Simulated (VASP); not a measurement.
A run of VASP 6.6.1:

File INCAR:

```
ALGO = Normal
EDIFF = 1E-7
ENCUT = 520
GGA = PE
ISIF = 2
ISMEAR = -1
LASPH = T
LCHARG = F
LREAL = F
LWAVE = F
NBANDS = 11
NELM = 100
PREC = Accurate
SIGMA = 0.02
```

KPOINTS

```
k-points
0
Gamma
  10 10 10
```

File POSCAR:

```
BeS
1.0
    0.1109898902      2.2913348228      2.2913348228
    2.2913348228      0.1109898902      2.2913348228
    2.2913348228      2.2913348228      0.1109898902
Be S
1 1
Direct
    0.0000000000      0.0000000000      0.0000000000
    0.5000000000      0.5000000000      0.5000000000
```

Potentials or basis: VASP PAW PBE potentials, release 64 (Be, S).

Run with:

```bash
$ cat potpaw_PBE.64/Be/POTCAR potpaw_PBE.64/S/POTCAR > POTCAR
$ mpirun -np 1 vasp_std > vasp.out
```

Hardware: 1 thread of Intel(R) Xeon(R) 6975P-C (Granite Rapids) (shared host).

Task: Estimate the wall time of this run.

Result: It took 7.6 s on 1 thread of Intel(R) Xeon(R) 6975P-C (Granite Rapids), on a shared host, peak memory 0.14 GiB. Counts: scf iterations 12, k points 116.
